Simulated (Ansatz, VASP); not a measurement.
# WS2 (Tungstenite): VASP beside Ansatz

Aim: how closely do two programs agree when they are given the same cell, functional and k mesh?

Calculated with Ansatz 0.2.0; plane waves, with VASP 6.6.1 beside it; relaxation of cell and atoms at PBEsol.

## Step 1: The structure

The structure is hexagonal, space group P6_3/mmc (No. 194). Conventional cell: a = 3.153 Å, b = 3.153 Å, c = 12.323 Å, α = 90.00°, β = 90.00°, γ = 120.00°. W has 6 S at 2.40 Å nearest. S has 3 W at 2.40 Å nearest. Farther neighbours and most contacts between anions are not listed.

## Step 2: Ansatz: relaxation of cell and atoms, PBEsol

Ansatz runs on its default PAW (the set named soft_2) files.

The relaxed volume is the usual yardstick between codes: its relative difference is about their pressure difference at one cell divided by the bulk modulus.

Input file input.yaml:

```yaml
crystal:
  lattice:
    - [3.1532, 0.0, 0.0]
    - [-1.5766, 2.7307513032, 0.0]
    - [0.0, 0.0, 12.323]
  atoms:
    - { symbol: W, position: [0.3333333333, 0.6666666667, 0.25] }
    - { symbol: W, position: [0.6666666667, 0.3333333333, 0.75] }
    - { symbol: S, position: [0.3333333333, 0.6666666667, 0.6225] }
    - { symbol: S, position: [0.6666666667, 0.3333333333, 0.1225] }
    - { symbol: S, position: [0.3333333333, 0.6666666667, 0.8775] }
    - { symbol: S, position: [0.6666666667, 0.3333333333, 0.3775] }
hamiltonian:
  xc: pbesol
  pseudopotentials: { kind: paw }
kpoints:
  mp_grid: { grid: [10, 10, 3] }
scf:
  occupations: { method: fermi_dirac, width: 0.05 }
relax:
  f_tol: 0.01
  max_steps: 60
  cell: { stress_tol: 0.05 }
output:
  forces: true
  stress: true
```

Launch:

```sh
> ansatz run input.yaml --threads 4 --pin off --max-ram 9216MiB --backend cpu --events-out ev --progress --plain --runs-dir out
```

Numbers of over 12 decimals in the logs are rounded to 6 here.

The log of the run:

```text
Engine: ansatz 0.2.0, aarch64-unknown-linux-gnu
Pseudopotentials: kind: paw
Pseudopotential: W, paw, valence charge 14, recommended cutoff 420 eV (normal), W.paw.azcp
Pseudopotential: S, paw, valence charge 6, recommended cutoff 420 eV (normal), S.paw.azcp
Functional definition: PBEsol
  exchange = pbesol_x
  correlation = pbesol_c
Crystal: 6 atoms, lattice volume = 106.108 Å³
Basis set: ecut = 420 eV, 2057 PW (Γ), exchange–correlation on 48×48×180 points (8 copies of the dense FFT grid, shifted against one another)
Bands: 32, of which v1, the nominal top of the filled ones, is band 26 counted from 1 (25 counted from 0)
Symmetry: 24 space group operations
Space group: P63/mmc (ITA 194), of the structure as read, at distance tolerance 4.7e-5 Å
k-points: 28 of 300
Non-local potential: W, projectors of the file, l = 0: 3, l = 1: 2, l = 2: 2, l = 3: 1
Non-local potential: S, projectors of the file, l = 0: 2, l = 1: 2, l = 2: 2
PAW form: soft (Blöchl's): semilocal exchange-correlation on the pseudo side does not see the compensation charge
PAW frozen core: W, regenerated for the run's functional, and the local potential with it (the file was generated under x = pbe(κ = 0.804, μ = 0.219515), c = pbe(β = 0.066725))
PAW frozen core: S, regenerated for the run's functional, and the local potential with it (the file was generated under x = pbe(κ = 0.804, μ = 0.219515), c = pbe(β = 0.066725))
PAW one-centre angular grid: W, 590 points (default); XC on 64 Gauss nodes
PAW one-centre angular grid: S, 110 points (default); XC on 64 Gauss nodes
Initial density: superposition of atomic densities (neutral atoms: chi_scale 0, normalization atom), corrected by the library's trained network
Initial wavefunctions: pseudopotential atomic-orbital guess
Functional: x = pbesol(κ = 0.804, μ = 0.123457), c = pbesol(β = 0.046)
SCF iter   1: F=—  HF=-24058.161273 eV  |F-HF|=—  |Δ(HF+E_count)|=         —  Δρ=8.29e-3  dr2=1.15e-1  ethr=1.77e-3  ⟨swp⟩=6.2  Hψ=4160  notcnv=0
preconditioner: auto → Resta (q_TF=auto, 2.423 Å⁻¹)  ε∞=7.6  [insulator: Δε(μ)=0.987 eV  Ē_g=8.392 eV  σ=0.050 eV  W_gap=1.00  n_scr=26 (ndim 8)  ℏωp=21.6 eV  f_vac=0.016  D(μ)=0.00/eV (n_scr^D=0)  ε∞_Penn≈7.6]
SCF iter   2: F=—  HF=-24058.147517 eV  |F-HF|=—  |Δ(HF+E_count)|=   1.38e-2  Δρ=3.18e-3  dr2=5.90e-3  ethr=2.21e-4  ⟨swp⟩=2.5  Hψ=1426  notcnv=0  defer=18
SCF iter   3: F=—  HF=-24058.148845 eV  |F-HF|=—  |Δ(HF+E_count)|=   1.33e-3  Δρ=1.79e-3  dr2=1.87e-3  ethr=1.14e-5  ⟨swp⟩=2.4  Hψ=1195  notcnv=0  defer=18
SCF iter   4: F=—  HF=-24058.149554 eV  |F-HF|=—  |Δ(HF+E_count)|=   7.09e-4  Δρ=2.49e-4  dr2=9.05e-5  ethr=3.60e-6  ⟨swp⟩=2.1  Hψ=1285  notcnv=0  defer=18
SCF iter   5: F=—  HF=-24058.149624 eV  |F-HF|=—  |Δ(HF+E_count)|=   7.07e-5  Δρ=4.73e-5  dr2=4.52e-6  ethr=1.74e-7  ⟨swp⟩=2.1  Hψ=1304  notcnv=0  defer=18
SCF iter   6: F=—  HF=-24058.149627 eV  |F-HF|=—  |Δ(HF+E_count)|=   2.42e-6  Δρ=1.23e-5  dr2=2.81e-7  ethr=8.69e-9  ⟨swp⟩=2.0  Hψ=1351  notcnv=0  defer=18
SCF iter   7: F=-24058.149627 eV  HF=-24058.149627 eV  |F-HF|=6.62e-9  |Δ(HF+E_count)|=   2.41e-7  Δρ=2.43e-6  dr2=7.14e-9  ethr=1.92e-10  ⟨swp⟩=5.0  Hψ=3283  notcnv=0
SCF 1 converged in 7 iterations: F = -24058.149627 eV  dr2 = 7.14e-9
  greatest PAW one-centre occupation: 1.000 electrons in one spin orbital (limit 2), on the W atom at site 1 (counted from 0), in its partial waves of l = 0
relax step   1: F+E_penalty+E_count = -24058.14962696 eV  Δ(F+E_penalty+E_count) = +0.000e0 eV  max|allowed force component| = 1.562e-1 eV/Å  Δτ_max = 0.0000 Å  P = -0.883 GPa  Ω = 106.108 Å³  (7 SCF iters, dr2 threshold 1.00e-7 eV, accepted)
[...]
relax step   2: F+E_penalty+E_count = -24058.15852818 eV  Δ(F+E_penalty+E_count) = -8.901e-3 eV  max|allowed force component| = 1.032e-1 eV/Å  Δτ_max = 0.0472 Å  P = +0.660 GPa  Ω = 108.244 Å³  energy of the carried Pulay correction = -3.384e-4 eV  (6 SCF iters, dr2 threshold 6.00e-7 eV, accepted)
[...]
relax step   3: F+E_penalty+E_count = -24058.15953802 eV  Δ(F+E_penalty+E_count) = -1.010e-3 eV  max|allowed force component| = 1.319e-2 eV/Å  Δτ_max = 0.0026 Å  P = +0.098 GPa  Ω = 108.405 Å³  energy of the carried Pulay correction = -3.636e-4 eV  (4 SCF iters, dr2 threshold 6.00e-7 eV, accepted)
[...]
relax step   4: F+E_penalty+E_count = -24058.15961679 eV  Δ(F+E_penalty+E_count) = -7.877e-5 eV  max|allowed force component| = 2.689e-3 eV/Å  Δτ_max = 0.0038 Å  P = -0.077 GPa  Ω = 108.796 Å³  energy of the carried Pulay correction = -4.248e-4 eV  (5 SCF iters, dr2 threshold 8.32e-8 eV, accepted)
[...]
relax step   5: F+E_penalty+E_count = -24058.15964348 eV  Δ(F+E_penalty+E_count) = -2.669e-5 eV  max|allowed force component| = 1.216e-4 eV/Å  Δτ_max = 0.0009 Å  P = +0.006 GPa  Ω = 108.798 Å³  energy of the carried Pulay correction = -4.251e-4 eV  (4 SCF iters, dr2 threshold 2.94e-8 eV, accepted)
[...]
relax step   6: F+E_penalty+E_count = -24058.16012579 eV  Δ(F+E_penalty+E_count) = -4.823e-4 eV  max|allowed force component| = 1.194e-5 eV/Å  Δτ_max = 0.0000 Å  P = +0.008 GPa  Ω = 108.798 Å³  stress off target by 8.86e-3 GPa  SCF on the basis re-selected at this cell (its energy is not comparable with the rows above)  (6 SCF iters)
basis re-selected at this cell: Δ(F+E_penalty+E_count) = -4.823e-4 eV, ΔP = +0.002 GPa vs the last step (what re-selecting the basis moved, of the pressure what is left beyond the Pulay correction that the steps carried, after the strain that the cell walked since its last selection, with what the two solves' SCF thresholds leave and, on support functions, any second-order correction that the steps lacked; it is no m [...]
SCF converged after 6 iterations
Free energy (F): -24058.160126 eV
Harris-Foulkes:  -24058.160126 eV  (|F-HF|=1.46e-11)
Internal energy: -24058.160126 eV  (E = F + TS)
E sigma→0 (E₀):  -24058.160126 eV
Entropy (-TS):   -0.000000 eV (-0.000 meV/atom)
Fermi energy:    11.662376 eV
--- Per-component energies (eV) ---
  E_band       = -397.180063
  E_kinetic    = 1333.964999
  E_local      = -3771.088336  (includes V_loc(G=0)·N_el)
  E_nonlocal   = 120.661647
  E_hartree    = 1512.156030
  E_xc         = -917.562130
  E_vxc        = -830.186396  (∫ρ·V_xc dr)
  E_paw        = -19209.060722  (= ΣΔE_a)
  E_vpaw       = -274.843972  (= ΣTr[D̂ρ^β])
  E_aug_tail   = -0.000133  (compensation charges beyond the density's cutoff)
  E_ewald      = -3127.922862
  E_core_change = 0.691382  (= ΣΔE_core)
  E_smearing   = -0.000000  (= −TS)
  E_closure    = 0.000000  (closes the sum)
  Σ components = -24058.160126   (vs F -24058.160126, Δ=0.00e0)
--- Forces (eV/Å), atoms counted from 1 ---
  atom   1  W      0.00000000     0.00000000    -0.00000000
  atom   2  W      0.00000000    -0.00000000     0.00000000
  atom   3  S      0.00000000    -0.00000000    -0.00001194
  atom   4  S     -0.00000000     0.00000000    -0.00001194
  atom   5  S      0.00000000     0.00000000     0.00001194
  atom   6  S     -0.00000000     0.00000000     0.00001194
  max |Σ_I F_I| component: 5.78e-18 eV/Å
--- Stress (GPa, compression-positive) ---
        0.008857      -0.000000       0.000000
       -0.000000       0.008857       0.000000
        0.000000       0.000000       0.006763
  P = ⅓ Tr σ = 0.0082 GPa (0.082 kbar)
--- Relaxed structure (5 steps of the walk, 5 accepted, 1 SCFs on fresh bases) ---
  F+E_penalty+E_count = -24058.16012579 eV   max|allowed force component| = 1.194e-5 eV/Å   (the final SCF, on the basis selected at the relaxed cell)
  cell:  # Å, volume = 108.7980 Å³
    - [3.146079, 0, -1.6182557955240373e-18]
    - [-1.573039, 2.724584, 8.091278977620169e-19]
    - [-6.324294738136025e-18, 0, 12.692615]
  atoms:
    - { symbol: W, position: [0.333333, 0.666667, 0.250000] }
    - { symbol: W, position: [0.666667, 0.333333, 0.75] }
    - { symbol: S, position: [0.333333, 0.666667, 0.626498] }
    - { symbol: S, position: [0.666667, 0.333333, 0.126498] }
    - { symbol: S, position: [0.333333, 0.666667, 0.873502] }
    - { symbol: S, position: [0.666667, 0.333333, 0.373502] }
```

It took 8.7 s on 4 threads of Arm Neoverse V1, shared host; peak memory 0.5 GiB; 32 s of CPU time.

## Step 3: VASP: relaxation of cell and atoms, PBEsol

The same cell, functional, mesh and smearing now go to VASP, with its own data sets and cutoff.

Lines of VASP's logs that name or quote its potential files are left out, and so is its time.

Input file INCAR:

```
SYSTEM = WS2
PREC = Accurate
ENCUT = 520
EDIFF = 1E-06
NELM = 100
ISMEAR = -1
SIGMA = 0.05
LREAL = .FALSE.
ALGO = Normal
GGA = PS
NBANDS = 24
LASPH = .TRUE.
LORBIT = 11
LWAVE = .FALSE.
LCHARG = .FALSE.
KPAR = 4
IBRION = 2
NSW = 60
ISIF = 3
EDIFFG = -0.01
```

Input file POSCAR:

```
WS2
1.0
    3.1532000000      0.0000000000      0.0000000000
   -1.5766000000      2.7307513032      0.0000000000
    0.0000000000      0.0000000000     12.3230000000
W S
2 4
Direct
    0.3333333333      0.6666666667      0.2500000000
    0.6666666667      0.3333333333      0.7500000000
    0.3333333333      0.6666666667      0.6225000000
    0.6666666667      0.3333333333      0.1225000000
    0.3333333333      0.6666666667      0.8775000000
    0.6666666667      0.3333333333      0.3775000000
```

Input file KPOINTS:

```
Automatic mesh
0
Gamma
10 10 3
0 0 0
```

PAW data sets: W and S (PBE family, release 64).

Launch:

```sh
> mpirun -np 4 vasp_std
```

The log of the run:

```text
[banner, memory and clock lines left out]
running    4 mpi-ranks, on    1 nodes
 distrk:  each k-point on    1 cores,    4 groups
 distr:  one band on    1 cores,    1 groups

 POSCAR found type information on POSCAR W S
 POSCAR found :  2 types and       6 ions
|                                                                             |
|               ----> ADVICE to this user running VASP <----                  |
|                                                                             |
|     You enforced a specific xc type in the INCAR file but a different       |
|     [... a line on the potential file left out ...]
|     I HOPE YOU KNOW WHAT YOU ARE DOING!                                     |
|                                                                             |

 LDA part: xc-table for (Slater+PW92), standard interpolation
 POSCAR, INCAR and KPOINTS ok, starting setup
 FFT: planning ... GRIDC
 FFT: planning ... GRID_SOFT
 FFT: planning ... GRID
 WAVECAR not read
 entering main loop
       N       E                     dE             d eps       ncg     rms          rms(c)
DAV:   1     0.183792913635E+03    0.18379E+03   -0.16239E+04  1344   0.133E+03
DAV:   2    -0.386532895246E+02   -0.22245E+03   -0.21508E+03  1856   0.286E+02
DAV:   3    -0.530550722321E+02   -0.14402E+02   -0.14314E+02  1816   0.700E+01
DAV:   4    -0.533342858833E+02   -0.27921E+00   -0.27864E+00  1824   0.110E+01
DAV:   5    -0.533405945440E+02   -0.63087E-02   -0.63060E-02  1848   0.148E+00    0.408E+01
DAV:   6    -0.510911280433E+02    0.22495E+01   -0.97934E+00  2000   0.156E+01    0.183E+01
DAV:   7    -0.507997292950E+02    0.29140E+00   -0.33836E+00  1800   0.104E+01    0.893E+00
DAV:   8    -0.506649835840E+02    0.13475E+00   -0.47130E-01  1880   0.442E+00    0.136E+00
DAV:   9    -0.506598169073E+02    0.51667E-02   -0.67343E-02  1840   0.142E+00    0.577E-01
DAV:  10    -0.506581272122E+02    0.16897E-02   -0.14540E-02  1920   0.693E-01    0.347E-01
DAV:  11    -0.506580497237E+02    0.77488E-04   -0.17881E-03  1888   0.249E-01    0.125E-01
DAV:  12    -0.506580238734E+02    0.25850E-04   -0.37675E-04  1872   0.125E-01    0.576E-02
DAV:  13    -0.506580260225E+02   -0.21492E-05   -0.28718E-05  1864   0.296E-02    0.118E-02
DAV:  14    -0.506580255706E+02    0.45187E-06   -0.28901E-06  1520   0.931E-03
   1 F= -.50658026E+02 E0= -.50658025E+02  d E =-.506580E+02
[... from here on, the cycles between the ionic steps are left out ...]
   2 F= -.50643176E+02 E0= -.50643176E+02  d E =0.148496E-01
   3 F= -.50662054E+02 E0= -.50662054E+02  d E =-.402878E-02
   4 F= -.50663293E+02 E0= -.50663293E+02  d E =-.123870E-02
   5 F= -.50663504E+02 E0= -.50663503E+02  d E =-.144922E-02
   6 F= -.50664577E+02 E0= -.50664577E+02  d E =-.107362E-02
   7 F= -.50667080E+02 E0= -.50667080E+02  d E =-.357667E-02
   8 F= -.50669316E+02 E0= -.50669316E+02  d E =-.581264E-02
 curvature:  -6.26 expect dE=-0.203E-03 dE for cont linesearch -0.479E-04
 ZBRENT: extrapolating
 opt :   8.0728  next Energy=   -50.669382 (dE=-0.588E-02)
 bond charge predicted
       N       E                     dE             d eps       ncg     rms          rms(c)
DAV:   1    -0.506701671431E+02   -0.85035E-03   -0.15073E-01  1360   0.179E+00    0.418E-01
DAV:   2    -0.506696718970E+02    0.49525E-03   -0.81356E-03  1400   0.624E-01    0.205E-01
DAV:   3    -0.506695094246E+02    0.16247E-03   -0.27607E-04  1704   0.100E-01    0.130E-01
DAV:   4    -0.506693857320E+02    0.12369E-03   -0.49000E-04  1400   0.949E-02    0.375E-02
DAV:   5    -0.506693837529E+02    0.19791E-05   -0.23804E-05  1752   0.304E-02    0.294E-02
DAV:   6    -0.506693832083E+02    0.54460E-06   -0.94173E-07   960   0.626E-03
   9 F= -.50669383E+02 E0= -.50669383E+02  d E =-.587964E-02
 curvature:  -8.56 expect dE=-0.280E-04 dE for cont linesearch -0.139E-04
 trial: gam=-0.03172 g(F)=  0.631E-06 g(S)=  0.264E-05 ort = 0.706E-04 (trialstep = 0.219E+01)
 search vector abs. value=  0.188E-05
 reached required accuracy - stopping structural energy minimisation
```

[end of part 1 of 2]

[Lines on the potential files, build, host, timing and source positions are cut from VASP's logs without a mark.]

[Logs are printed without paths, hosts, clocks, repeated set-up lines and the standing remarks that a program may print on its own settings, such as how far it seeks lower states.]

[Hosts, paths, dates, database ids (printed as entryN), source tags and the programs' standing remarks are cut or masked in the printed files.]
